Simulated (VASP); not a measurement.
# SnO (Cmce) in VASP: further runs

Runs on SnO. Level: r2SCAN. Tasks: single point.

All numbers are computed with VASP 6.6.1; they aren't measurements. Logs are shortened: lines on timing, memory, paths and dates and some standing lists are left out, and cuts for length are marked.

### Step 1. Starting point

The structure is orthorhombic, space group Cmce (No. 64). The conventional cell has a = 5.474 Å, b = 5.476 Å, c = 10.222 Å, α = 90.00°, β = 90.00°, γ = 90.00°. Sn (site symmetry m) has 4 O at 2.25 to 2.26 Å as nearest neighbours. Around O (site symmetry 2) lie 4 Sn at 2.25 to 2.26 Å.

The cell is a database's computed one.

### Step 2. Single point, r2SCAN

Contents of POSCAR:

```
SnO
1.0
    2.7369120000     -2.7377960000      0.0000000000
    2.7369120000      2.7377960000      0.0000000000
    0.0000000000      0.0000000000     10.2219600000
Sn O
4 4
Direct
    0.7365470000      0.2634530000      0.8638580000
    0.2634530000      0.7365470000      0.1361420000
    0.7634530000      0.2365470000      0.3638580000
    0.2365470000      0.7634530000      0.6361420000
    0.2619440000      0.2380560000      0.2500000000
    0.7380560000      0.7619440000      0.7500000000
    0.2380560000      0.2619440000      0.7500000000
    0.7619440000      0.7380560000      0.2500000000
```

Contents of INCAR.step1:

```
SYSTEM = SnO
ALGO = Normal
EDIFF = 1E-4
ENCUT = 520
GGA = PE
ISMEAR = 0
LASPH = .TRUE.
LCHARG = .FALSE.
LREAL = .FALSE.
LWAVE = .TRUE.
NBANDS = 50
NELM = 100
PREC = Accurate
SIGMA = 0.01
```

Contents of INCAR.step2:

```
SYSTEM = SnO
ALGO = Normal
EDIFF = 1E-6
ENCUT = 520
ISIF = 2
ISMEAR = 0
ISTART = 1
LASPH = .TRUE.
LCHARG = .TRUE.
LELF = .TRUE.
LMIXTAU = .TRUE.
LREAL = .FALSE.
LVHAR = .TRUE.
LWAVE = .FALSE.
METAGGA = R2SCAN
NBANDS = 50
NELM = 100
PREC = Accurate
SIGMA = 0.01
```

Contents of KPOINTS:

```
k-points
0
G
  5 5 2
  0 0 0
```

Potentials or basis: VASP PAW PBE potentials, release 64 (Sn_d, O).

Started as:

```sh
$ cat potpaw_PBE.64/Sn_d/POTCAR potpaw_PBE.64/O/POTCAR > POTCAR
$ cp INCAR.step1 INCAR
$ mpirun -np 1 vasp_std > vasp.out
$ cp INCAR.step2 INCAR
$ mpirun -np 1 vasp_std > vasp.out
```

OUTCAR:

```text
SYSTEM = SnO
   EDIFF = 1E-6
   ENCUT = 520
   ISIF = 2
   ISMEAR = 0
   ISTART = 1
   LASPH = .TRUE.
   LREAL = .FALSE.
   METAGGA = R2SCAN
   NELM = 100
   PREC = Accurate

 ion  position               nearest neighbor table
   1  0.737  0.263  0.864-   6 2.25   7 2.25   7 2.26   6 2.26   4 3.59   4 3.59   4 3.59   4 3.59

   2  0.263  0.737  0.136-   5 2.25   8 2.25   5 2.26   8 2.26   3 3.59   3 3.59   3 3.59   3 3.59

   3  0.763  0.237  0.364-   5 2.25   8 2.25   8 2.26   5 2.26   2 3.59   2 3.59   2 3.59   2 3.59

   4  0.237  0.763  0.636-   6 2.25   7 2.25   6 2.26   7 2.26   1 3.59   1 3.59   1 3.59   1 3.59

   5  0.262  0.238  0.250-   2 2.25   3 2.25   3 2.26   2 2.26
   6  0.738  0.762  0.750-   1 2.25   4 2.25   1 2.26   4 2.26
   7  0.238  0.262  0.750-   1 2.25   4 2.25   4 2.26   1 2.26
   8  0.762  0.738  0.250-   2 2.25   3 2.25   2 2.26   3 2.26

  LATTYP: Found a base centered orthorhombic cell.
 ALAT       =     5.4738240000
 B/A-ratio  =     1.0003229918
 C/A-ratio  =     1.8674257704

  Lattice vectors:

 A1 = (   2.7369120000,  -2.7377960000,   0.0000000000)
 A2 = (   2.7369120000,   2.7377960000,   0.0000000000)
 A3 = (   0.0000000000,   0.0000000000,  10.2219600000)

Analysis of symmetry for initial positions (statically):
=====================================================================
 Subroutine PRICEL returns:
 Original cell was already a primitive cell.

 Routine SETGRP: Setting up the symmetry group for a
 base centered orthorhombic supercell.

 Subroutine GETGRP returns: Found  8 space group operations
 (whereof  4 operations were pure point group operations)
 out of a pool of  8 trial point group operations.

The static configuration has the point symmetry C_2h.
 The point group associated with its full space group is D_2h.

Analysis of symmetry for dynamics (positions and initial velocities):
=====================================================================
 Subroutine PRICEL returns:
 Original cell was already a primitive cell.

 Routine SETGRP: Setting up the symmetry group for a
 base centered orthorhombic supercell.

 Subroutine GETGRP returns: Found  8 space group operations
 (whereof  4 operations were pure point group operations)
 out of a pool of  8 trial point group operations.

The dynamic configuration has the point symmetry C_2h.
 The point group associated with its full space group is D_2h.

 Subroutine INISYM returns: Found  8 space group operations
 (whereof  4 operations are pure point group operations),
 and found     1 'primitive' translations

----------------------------------------------------------------------------------------

                                     Primitive cell

  volume of cell :     153.1885

  direct lattice vectors                    reciprocal lattice vectors
     2.736912000 -2.737796000  0.000000000     0.182687642 -0.182628655  0.000000000
     2.736912000  2.737796000  0.000000000     0.182687642  0.182628655  0.000000000
     0.000000000  0.000000000 10.221960000     0.000000000  0.000000000  0.097828596

  length of vectors
     3.871203202  3.871203202 10.221960000     0.258317634  0.258317634  0.097828596

  position of ions in fractional coordinates (direct lattice)
     0.736547000  0.263453000  0.863858000
     0.263453000  0.736547000  0.136142000
     0.763453000  0.236547000  0.363858000
     0.236547000  0.763453000  0.636142000
     0.261944000  0.238056000  0.250000000
     0.738056000  0.761944000  0.750000000
     0.238056000  0.261944000  0.750000000
     0.761944000  0.738056000  0.250000000

  ion indices of the primitive-cell ions
   primitive index   ion index
                 1           1
                 2           2
                 3           3
                 4           4
                 5           5
                 6           6
                 7           7
                 8           8

----------------------------------------------------------------------------------------

 KPOINTS: k-points

Automatic generation of k-mesh.
 Grid dimensions read from file:
 generate k-points for:    5    5    2

 Generating k-lattice:

  Cartesian coordinates                     Fractional coordinates (reciprocal lattice)
     0.036537528 -0.036525731  0.000000000     0.200000000  0.000000000  0.000000000
     0.036537528  0.036525731  0.000000000     0.000000000  0.200000000  0.000000000
     0.000000000  0.000000000  0.048914298     0.000000000  0.000000000  0.500000000

  Length of vectors
     0.051663527  0.051663527  0.048914298

  Shift w.r.t. Gamma in fractional coordinates (k-lattice)
     0.000000000  0.000000000  0.000000000

 Subroutine IBZKPT returns following result:
 ===========================================

 Found     18 irreducible k-points:

 Following reciprocal coordinates:
            Coordinates               Weight
  0.000000  0.000000  0.000000      1.000000
  0.200000 -0.000000  0.000000      4.000000
  0.400000  0.000000  0.000000      4.000000
  0.200000  0.200000  0.000000      2.000000
  0.400000  0.200000  0.000000      4.000000
 -0.400000  0.200000  0.000000      4.000000
[... 10 lines left out ...]
  0.400000  0.400000  0.500000      2.000000
 -0.400000  0.400000  0.500000      2.000000
   k-points           NKPTS =     18   k-points in BZ     NKDIM =     18   number of bands    NBANDS=     50
   number of dos      NEDOS =    301   number of ions     NIONS =      8
   total plane-waves  NPLWV =  72000
   dimension x,y,z NGX =    30 NGY =   30 NGZ =   80
   dimension x,y,z NGXF=    60 NGYF=   60 NGZF=  160
   ions per type =               4   4
   NGX,Y,Z   is equivalent  to a cutoff of  12.88, 12.88, 13.01 a.u.
   NGXF,Y,Z  is equivalent  to a cutoff of  25.77, 25.77, 26.02 a.u.
 SYSTEM =  SnO
   PREC   = accura    normal or accurate (medium, high low for compatibility)
   ISTART =      1    job   : 0-new  1-cont  2-samecut
   ICHARG =      0    charge: 1-file 2-atom 10-const
   ISPIN  =      1    spin polarized calculation?
   LNONCOLLINEAR =      F non collinear calculations
   LSORBIT =      F    spin-orbit coupling
   LASPH  =      T    aspherical Exc in radial PAW
   ENCUT  =  520.0 eV  38.22 Ry    6.18 a.u.   7.20  7.20 19.01*2*pi/ulx,y,z
   NELM   =    100;   NELMIN=  2; NELMDL=  0     # of ELM steps
   EDIFF  = 0.1E-05   stopping-criterion for ELM
   LREAL  =      F    real-space projection
[... 7 lines left out ...]
   TEBEG  =    0.0;   TEEND  =   0.0 temperature during run
   PSTRESS=    0.0 pullay stress
   NELECT =      80.0000    total number of electrons
   NUPDOWN=      -1.0000    fix difference up-down
   EMIN   =  10.00;   EMAX   =-10.00  energy-range for DOS
   EFERMI =   0.00;   METHOD = LEGACY
   ISMEAR =     0;   SIGMA  =   0.01  broadening in eV -4-tet -1-fermi 0-gaus
   EFERMI_NEDOS =   21; number of points for ismear=-14 and -15
   IALGO  =     38    algorithm
   IMIX   =      4    mixing-type and parameters
     AMIX     =   0.40;   BMIX     =  1.00
     AMIX_MAG =   1.60;   BMIX_MAG =  1.00
  volume/ion in A,a.u.               =      19.15       129.22
  Fermi-wavevector in a.u.,A,eV,Ry     =   1.318346  2.491313 23.647424  1.738037
  Thomas-Fermi vector in A             =   2.448323
   LORBIT       =      0    0 simple, 1 ext, 2 COOP (PROOUT), +10 PAW based schemes
   METAGGA = R2SCAN    functional components
   LHFCALC =     F    Hartree Fock is set to
   AEXX    =    0.0000 exact exchange contribution
   IVDW    =     0    specifies the selected vdW correction
   LEPSILON=     F    determine dielectric tensor
   LRPA    =     F    only Hartree local field effects (RPA)
 non-spin polarized calculation
 Gauss-broadening in eV      SIGMA  =   0.01
  energy-cutoff  :      520.00
  volume of cell :      153.19
 maximum number of plane-waves:      4148
 NGX is ok and might be reduce to    30
   NGX = 15   NGY = 15   NGZ = 39

 number of electron      80.0000000 magnetization

 Free energy of the ion-electron system (eV)
  ---------------------------------------------------
  ext. energy  EPLUGINS =         0.00000000
  ---------------------------------------------------
  free energy    TOTEN  =      -133.72434611 eV

  energy without entropy =     -133.72434611  energy(sigma->0) =     -133.72434611

 E-fermi :   5.9909     XC(G=0): -10.4068

 val. band max:        5.9366242689   @ k =   0.0000   0.0000   0.0000
 cond. band min:       7.0409194836   @ k =  -0.4000   0.4000   0.0000
 fundamental gap:      1.1042952147
 Fermi energy:         5.9909379076

 k-point     1 :       0.0000    0.0000    0.0000
  band No.  band energies     occupation
      1     -16.6364      2.00000
      2     -16.6280      2.00000
      3     -16.2001      2.00000
      4     -16.1913      2.00000
      5     -16.1720      2.00000
      6     -16.1710      2.00000
[... 42 lines left out ...]
     49      11.7390      0.00000
     50      11.7731      0.00000

 k-point     2 :       0.2000   -0.0000    0.0000
  band No.  band energies     occupation
      1     -16.6150      2.00000
      2     -16.6099      2.00000
      3     -16.2610      2.00000
      4     -16.2442      2.00000
      5     -16.1694      2.00000
      6     -16.1684      2.00000
[... 42 lines left out ...]
     49      11.5603      0.00000
     50      12.0041      0.00000

 k-point     3 :       0.4000    0.0000    0.0000
  band No.  band energies     occupation
      1     -16.5566      2.00000
      2     -16.5527      2.00000
      3     -16.4441      2.00000
      4     -16.4316      2.00000
      5     -16.1730      2.00000
      6     -16.1684      2.00000
[... 42 lines left out ...]
     49      12.2507      0.00000
     50      12.2646      0.00000

 k-point     4 :       0.2000    0.2000    0.0000
  band No.  band energies     occupation
      1     -16.5999      2.00000
      2     -16.5950      2.00000
      3     -16.3280      2.00000
      4     -16.3200      2.00000
      5     -16.1796      2.00000
      6     -16.1766      2.00000
[... 681 lines left out ...]
 k-point    17 :       0.4000    0.4000    0.5000
  band No.  band energies     occupation
      1     -16.5527      2.00000
      2     -16.5527      2.00000
      3     -16.5213      2.00000
      4     -16.5213      2.00000
      5     -16.1547      2.00000
      6     -16.1547      2.00000
[... 42 lines left out ...]
     49      11.8089      0.00000
     50      11.8089      0.00000

 k-point    18 :      -0.4000    0.4000    0.5000
  band No.  band energies     occupation
      1     -16.5526      2.00000
      2     -16.5526      2.00000
      3     -16.5214      2.00000
      4     -16.5214      2.00000
      5     -16.1546      2.00000
      6     -16.1546      2.00000
[... 42 lines left out ...]
     49      11.8204      0.00000
     50      11.8204      0.00000

------------------------ aborting loop because EDIFF is reached ----------------------------------------

  FORCE on cell =-STRESS in cart. coord.  units (eV):
  Direction    XX          YY          ZZ          XY          YZ          ZX
  --------------------------------------------------------------------------------------
  -------------------------------------------------------------------------------------
  Total       -3.8591442     -3.8613349     -2.8430604      0.0000000      0.0000000      0.0000000
  in kB      -40.3622616    -40.3851743    -29.7351806      0.0000000      0.0000000      0.0000000
  external PRESSURE =     -36.8275388 kB  Pullay stress =       0.0000000 kB

 VOLUME and BASIS-vectors are now :
 -----------------------------------------------------------------------------
  energy-cutoff  :      520.00
  volume of cell :      153.19
      direct lattice vectors                 reciprocal lattice vectors
     2.736912000 -2.737796000  0.000000000     0.182687642 -0.182628655  0.000000000
     2.736912000  2.737796000  0.000000000     0.182687642  0.182628655  0.000000000
     0.000000000  0.000000000 10.221960000     0.000000000  0.000000000  0.097828596

 POSITION                                       TOTAL-FORCE (eV/Angst)
 -----------------------------------------------------------------------------------
      2.73691     -1.29523      8.83032         0.000000     -0.049693     -0.455938
      2.73691      1.29523      1.39164         0.000000      0.049693      0.455938
      2.73691     -1.44256      3.71934         0.000000      0.049693     -0.455938
      2.73691      1.44256      6.50262         0.000000     -0.049693      0.455938
      1.36846     -0.06540      2.55549         0.000000      0.005875      0.000000
      4.10537      0.06540      7.66647         0.000000     -0.005875      0.000000
      1.36846      0.06540      7.66647         0.000000     -0.005875      0.000000
      4.10537     -0.06540      2.55549         0.000000      0.005875      0.000000
 -----------------------------------------------------------------------------------
    total drift:                                0.000000     -0.000000      0.000000

  FREE ENERGIE OF THE ION-ELECTRON SYSTEM (eV)
  ---------------------------------------------------
  free  energy   TOTEN  =      -133.7243461079 eV

  energy  without entropy=     -133.7243461079  energy(sigma->0) =     -133.72434611
```

It took 4.6 min on 1 thread of Intel Xeon 6975P-C (Granite Rapids), shared host; peak memory 0.33 GiB.

Results:

| Property | Result |
| --- | --- |
| Free energy | -133.7243 eV |
| Pressure | -3.7 GPa |
| Largest force | 0.459 eV/Å |
| Band gap on the k mesh | 1.10 eV |

Forces on the atoms (eV/Å):
```
Sn   0.000 -0.050 -0.456
Sn   0.000  0.050  0.456
Sn   0.000  0.050 -0.456
Sn   0.000 -0.050  0.456
O    0.000  0.006  0.000
O    0.000 -0.006  0.000
O    0.000 -0.006  0.000
O    0.000  0.006  0.000
```

Caveat: the PAW data sets were made with another functional, which shifts forces and pressure a little; spin-orbit coupling is left out, which moves the levels of the heavy elements; an odd mesh through Γ misses points on the zone boundary, where band edges often lie.

(Continued in part 2 of 2.)
